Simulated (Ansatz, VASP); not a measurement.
# Two plane-wave programs on PbO2

```xyz
3
Lattice="0.0000 2.7550 2.7550 2.7550 0.0000 2.7550 2.7550 2.7550 0.0000" Properties=species:S:1:pos:R:3 pbc="T T T"
Pb    0.0000    0.0000    0.0000
O     4.1325    4.1325    4.1325
O     1.3775    1.3775    1.3775
```

The cell comes from a database or a generator and needn't be the stable form of this composition.

Alike in both runs: task single point; functional LDA; k mesh 9 × 9 × 9; occupations fermi-dirac, width 0.05 eV; no spin polarisation.

|  | VASP | Ansatz |
| --- | --- | --- |
| version | VASP 6.6.1 | Ansatz 0.2.0 |
| potentials or method | VASP PAW LDA potentials, release 64 (Pb_d, O) | Ansatz PAW |
| plane-wave cutoff (eV) | 520 | 420 |
| valence electrons in the cell | 26 | 26 |

Ansatz gave:

| Quantity | Value |
| --- | --- |
| gap on the k mesh at the Fermi level (eV) | none |
| pressure (GPa) | -15.9 |

Which values does VASP return?

gap on the k mesh at the Fermi level (eV): none; pressure (GPa): -15.8.

A gap of «none» marks a metal or a gap that the smearing closes.

Caveats: so large a pressure means that the cell lies far from this level's equilibrium, or that cutoff or potentials fall short (VASP); the pressure holds a Pulay correction of +0.8 GPa for the finite cutoff (Ansatz); the PAW data sets come from PBE, with cores solved anew for the run's functional, which leaves a small shift of forces and pressure (Ansatz). The runs have no spin-orbit coupling, so splittings on Pb are missing.
